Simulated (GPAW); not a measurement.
# WS2 (Tungstenite) (P6_3/mmc) in GPAW: further runs, part 2 of 2

GPAW 26.7.0.

## (4) Single point, PBE

Input file run.py:

```python
from ase import Atoms
from ase.dft.bandgap import bandgap
from ase.io import write
from ase.units import GPa
from gpaw import GPAW, PW

atoms = Atoms(['W', 'W', 'S', 'S', 'S', 'S'],
              cell=[[3.18, 0.0, 0.0],
                    [-1.59, 2.753960784, 0.0],
                    [0.0, 0.0, 12.5]],
              scaled_positions=[[0.6666666667, 0.3333333333, 0.75],
                                [0.3333333333, 0.6666666667, 0.25],
                                [0.6666666667, 0.3333333333, 0.375],
                                [0.3333333333, 0.6666666667, 0.875],
                                [0.6666666667, 0.3333333333, 0.125],
                                [0.3333333333, 0.6666666667, 0.625]],
              pbc=True)

calc = GPAW(mode=PW(450),
            xc='PBE',
            kpts={'size': (8, 8, 2), 'gamma': True},
            occupations={'name': 'fermi-dirac', 'width': 0.05},
            nbands=46,
            maxiter=120,
            txt='gpaw.txt')
atoms.calc = calc
energy = atoms.get_potential_energy()
forces = atoms.get_forces()
stress = atoms.get_stress()
calc.write('gs.gpw')
write('result.traj', atoms)
print(f'Energy: {energy:.6f} eV')
print('Forces (eV/A):')
print(forces.round(4))
print('Stress (GPa):', (stress / GPa).round(3))
print('Fermi level:', round(calc.get_fermi_level(), 4), 'eV')
print(f'Gap: {bandgap(calc)[0]:.4f} eV, direct: {bandgap(calc, direct=True)[0]:.4f} eV')
```

Potentials or basis: GPAW PAW data sets (gpaw-data 1.2.1), pw.

Started as:

```bash
> OMP_NUM_THREADS=1 python run.py
```

gpaw.txt:

```text
__  _  _
 | _ |_)|_||  |
 |__||  | ||/\| - 26.7.0

Input parameters:
  mode=PW(ecut=450.00000000000006),
  kpts=MonkhorstPack(size=(8, 8, 2), gamma=True),
  maxiter=120,
  nbands=46,
  occupations=Occupations(name='fermi-dirac', width=0.05),
  xc=XC(name='PBE')

Diagonalizing LCAO Hamiltonian
Converting LCAO to pw mode

        S

           W
        S

           S
        W

           S

Atoms  # Å, Bohr magnetons
|   | symbol |         x |        y |         z |    initial magnetic moments |
|---|--------|-----------|----------|-----------|-----------------------------|
| 0 |      W |  1.590000 | 0.917987 |  9.375000 | ( 0.0000,  0.0000,  0.0000) |
| 1 |      W | -0.000000 | 1.835974 |  3.125000 | ( 0.0000,  0.0000,  0.0000) |
| 2 |      S |  1.590000 | 0.917987 |  4.687500 | ( 0.0000,  0.0000,  0.0000) |
| 3 |      S | -0.000000 | 1.835974 | 10.937500 | ( 0.0000,  0.0000,  0.0000) |
| 4 |      S |  1.590000 | 0.917987 |  1.562500 | ( 0.0000,  0.0000,  0.0000) |
| 5 |      S | -0.000000 | 1.835974 |  7.812500 | ( 0.0000,  0.0000,  0.0000) |

Unit cell  # Å
| periodic |         x |        y |         z |   lengths |     angles |
|----------|-----------|----------|-----------|-----------|------------|
|      yes |  3.180000 | 0.000000 |  0.000000 |  3.180000 |  90.000000 |
|      yes | -1.590000 | 2.753961 |  0.000000 |  3.180000 |  90.000000 |
|      yes |  0.000000 | 0.000000 | 12.500000 | 12.500000 | 120.000000 |

Number of symmetries: 12
Symmetry operations  # r_c * U_cc + t_c -> r_c
|    | kind |            matrix            |
|----|------|------------------------------|
|  0 |  σ   |  1, 1, 0,  0,-1, 0,  0, 0, 1 |
|  1 |  S6  |  1, 1, 0, -1, 0, 0,  0, 0,-1 |
|  2 |  E   |  1, 0, 0,  0, 1, 0,  0, 0, 1 |
|  3 |  C2  |  1, 0, 0, -1,-1, 0,  0, 0,-1 |
|  4 |  C2  |  0, 1, 0,  1, 0, 0,  0, 0,-1 |
|  5 |  C3  |  0, 1, 0, -1,-1, 0,  0, 0, 1 |
|  6 |  S6  |  0,-1, 0,  1, 1, 0,  0, 0,-1 |
|  7 |  σ   |  0,-1, 0, -1, 0, 0,  0, 0, 1 |
|  8 |  σ   | -1, 0, 0,  1, 1, 0,  0, 0, 1 |
|  9 |  i   | -1, 0, 0,  0,-1, 0,  0, 0,-1 |
| 10 |  C3  | -1,-1, 0,  1, 0, 0,  0, 0, 1 |
| 11 |  C2  | -1,-1, 0,  0, 1, 0,  0, 0,-1 |

BZ-sampling:
  Number of BZ points: 128
  Number of IBZ points: 20

  Monkhorst-Pack size: [8, 8, 2]
  Monkhorst-Pack shift: [0.0625, 0.0625, 0.25]

K-points  # in reciprocal-cell coordinates
|     |                                coordinates |     weight |
|-----|--------------------------------------------|------------|
|   0 | (  0.00000000,   0.00000000,   0.00000000) | 0.00781250 |
|   1 | (  0.00000000,   0.00000000,   0.50000000) | 0.00781250 |
|   2 | (  0.12500000,   0.00000000,   0.00000000) | 0.04687500 |
|   3 | (  0.12500000,   0.00000000,   0.50000000) | 0.04687500 |
|   4 | (  0.25000000,  -0.12500000,   0.00000000) | 0.04687500 |
|   5 | (  0.25000000,  -0.12500000,   0.50000000) | 0.04687500 |
|   6 | (  0.25000000,   0.00000000,   0.00000000) | 0.04687500 |
|   7 | (  0.25000000,   0.00000000,   0.50000000) | 0.04687500 |
|   8 | (  0.37500000,  -0.12500000,   0.00000000) | 0.09375000 |
|   9 | (  0.37500000,  -0.12500000,   0.50000000) | 0.09375000 |
| ... |                                            |            |
|  19 | (  0.50000000,   0.50000000,   0.50000000) | 0.02343750 |

Plane wave coefficients: 2432
Cutoff: 450.00000000000006 eV

Spin-components: 1 (collinear spins)
Bands:           46
Projectors:      32
Spin-degeneracy: 2
Datatype:        complex128

Parallelization:
  kpt:    1
  domain: 1
  band:   1

Density:
  Valence electrons: 52.0
  Components: 1
  Grid points: [16 16 63]
  Charge: 0.0  # |e|

Potential:
  Grid points: [16 16 63]

species:
  W:
    name:    Tungsten
    Z:       74.0
    valence: 14
    core:    60
    charge:  0.0  # [|e|]
    compensation charges:
      type: gauss
      rc: 0.40  # [Å]
      lmax: 2
    cutoffs:
      filter: 2.36  # [Å]
      core: 3.02  # [Å]
    projectors
    | kind |    occ | energy [eV] | rcut [Å] |
    |------|--------|-------------|----------|
    |   5s |  2.000 |     -78.830 |    1.344 |
    |   6s |  2.000 |      -5.697 |    1.344 |
    |   5p |  6.000 |     -43.233 |    1.355 |
    |   6p |  0.000 |      -1.367 |    1.355 |
    |   5d |  4.000 |      -4.494 |    1.228 |
    |    d |        |      22.717 |    1.228 |

    Using partial waves for W as LCAO basis

  S:
    name:    Sulfur
    Z:       16.0
    valence: 6
    core:    10
    charge:  0.0  # [|e|]
    compensation charges:
      type: gauss
      rc: 0.24  # [Å]
      lmax: 2
    cutoffs:
      filter: 1.77  # [Å]
      core: 1.66  # [Å]
    projectors
    | kind |    occ | energy [eV] | rcut [Å] |
    |------|--------|-------------|----------|
    |   3s |  2.000 |     -17.254 |    0.974 |
    |   3p |  4.000 |      -7.008 |    0.979 |
    |    s |        |       9.957 |    0.974 |
    |    p |        |      20.203 |    0.979 |
    |    d |        |       0.000 |    0.900 |

    Using partial waves for S as LCAO basis

Reference energy: -920973.822900  # eV

eigensolver:
  PPCG
  Converge bands: occupied
  niter=2

density mixing:
  MSR1-Mixer
  Pratt-step length: 0.05
  Maximum mixing coefficient: 0.75
  Old densities: 10
  SVD Regularization: 0.005
  Good broyden scale: 1.0
  Trust region scale: 1.0
  Backstep threshold: 4.0
  History deletion threshold: 6.0
  Fourier metric: weight=20.0, sigma=0.015

occupation numbers:
  Fermi-Dirac:
    width: 0.0500  # eV

poisson solver:
  ecut: 3600.0000000000005  # eV

xc functional:
  name: PBE with 2 nearest neighbor stencil

convergence criteria:
- Maximum [total energy] change in last 3 cyles: 0.0005 eV / valence electron
- Maximum integral of absolute [dens]ity change: 0.0001 electrons / valence electron
- Maximum integral of absolute [eigenst]ate change: 4e-08 eV^2 / valence electron
maximum number of iterations: 120

SCF iterations
|iter     | |      energy | eigst |  dens |
|---------|-|-------------|-------|-------|
|iter:   1| |  -44.810356 | +0.36 |       |
|iter:   2| |  -45.004378 | -1.48 | -1.18 |
|iter:   3| |  -45.182165 | -1.20 | -1.22 |
|iter:   4| |  -44.751882 | -1.91 | -1.32 |
|iter:   5| |  -44.416708 | -1.91 | -1.53 |
|iter:   6| |  -44.431764 | -3.35 | -2.03 |
|iter:   7| |  -44.423760c| -3.91 | -2.37 |
|iter:   8| |  -44.421311c| -4.46 | -2.62 |
|iter:   9| |  -44.421331c| -5.93 | -3.33 |
|iter:  10| |  -44.421331c| -7.34 | -4.14c|
|iter:  11| |  -44.421331c| -7.74c| -4.78c|

Converged in 11 steps
Energy contributions relative to reference atoms: (reference = -920973.822900)

Energy contributions:
  Kinetic:          33.694430
  Coulomb:         -37.493957
  Zero:              0.182689
  External:          0.000000
  Xc:              -40.804492
  Entropy:          -0.000001
  Spinorbit:         0.000000
  ----------------------------
  Free energy:     -44.421331
  Extrapolated:    -44.421331

dipole moment: (0.000004, 0.000006, 0.000029)  # |e|*Ang

Fermi level: 8.974
Eigenvalues  # (at kpt = [0.000, 0.000, 0.000])
| band index |      eig [eV] | occ [0-2] |
|------------|---------------|-----------|
|          0 |       -65.998 |     2.000 |
|        ... |               |           |
|         18 |         4.926 |     2.000 |
|         19 |         6.149 |     2.000 |
|         20 |         6.149 |     2.000 |
|         21 |         6.191 |     2.000 |
|         22 |         6.191 |     2.000 |
|         23 |         6.876 |     2.000 |
[... 8 lines left out ...]
|         32 |        10.940 |     0.000 |
|         33 |        10.940 |     0.000 |
|        ... |               |           |
|         45 |        20.925 |     0.000 |

Gap: 1.187 eV
Transition (v -> c):
  (s=0, k=0, n=25, [0.00, 0.00, 0.00]) -> (s=0, k=8, n=26, [0.38, -0.12, 0.00])
Direct/indirect transitions are different
Direct gap: 2.183 eV
Transition at: (s=0, k=12, n=25, [0.38, 0.38, 0.00])

Forces  # eV/Ang
|        x |        y |        z |
|----------|----------|----------|
|  0.00000 |  0.00000 | -0.00021 |  # W    0
| -0.00000 | -0.00000 |  0.00021 |  # W    1
| -0.00000 |  0.00000 |  0.14591 |  # S    2
|  0.00000 |  0.00000 |  0.14685 |  # S    3
|  0.00000 |  0.00000 | -0.14685 |  # S    4
|  0.00000 | -0.00000 | -0.14591 |  # S    5

Stress tensor  # eV/Ang^3
|         x |         y |         z |
|-----------|-----------|-----------|
| -0.009417 | -0.000000 |  0.000000 |
| -0.000000 | -0.009417 | -0.000000 |
|  0.000000 | -0.000000 | -0.021647 |

# Writing to gs.gpw (mode='')
```

Run time: 34 s. Hardware: 1 thread of Arm Neoverse V2, shared host; peak memory 0.2 GiB.

Results:

| Property | Result |
| --- | --- |
| Free energy | -44.4213 eV |
| Pressure | 2.2 GPa |
| Largest force | 0.147 eV/Å |
| Band gap on the k mesh | 1.19 eV, indirect (least direct gap 2.18 eV) |

Forces on the atoms (eV/Å):
```
W    0.000  0.000  0.000
W    0.000  0.000  0.000
S    0.000  0.000  0.146
S    0.000  0.000  0.147
S    0.000  0.000 -0.147
S    0.000  0.000 -0.146
```

Stress tensor (GPa, compression positive):
```
1.51 0.00 0.00
0.00 1.51 0.00
0.00 0.00 3.47
```

Caveat: the cutoff is short for stress and forces, so pressures can be off by a GPa or more; spin-orbit coupling is left out, which moves the levels of the heavy elements; this functional lacks dispersion, which binds the layers, so the pressure and a relaxed spacing across them are unreliable.

## (5) Overview

```csv
level,potentials or basis,cutoff (eV),gap on the mesh (eV),pressure (GPa),largest force (eV/Å)
LDA,"the program's PAW data sets (release 1.2.1) made for this functional, pw",450,1.11,-6.2,0.41
r2SCAN,"GPAW PAW data sets (gpaw-data 1.2.1), pw",500,1.30,0.2,0.12
PBE,"GPAW PAW data sets (gpaw-data 1.2.1), pw",450,1.19,2.2,0.15
```

Alike in all rows: task single point; no spin polarisation; cell as given; k mesh 8 × 8 × 2; smearing fermi-dirac 0.05 eV.

Caveats: the cutoff is short for stress and forces, so pressures can be off by a GPa or more; spin-orbit coupling is left out, which moves the levels of the heavy elements; the PAW data sets were made with another functional, which shifts forces and pressure a little (some runs); this functional lacks dispersion, which binds the layers, so the pressure and a relaxed spacing across them are unreliable (some runs).

Absolute energies hang on the potentials; compare differences alone.
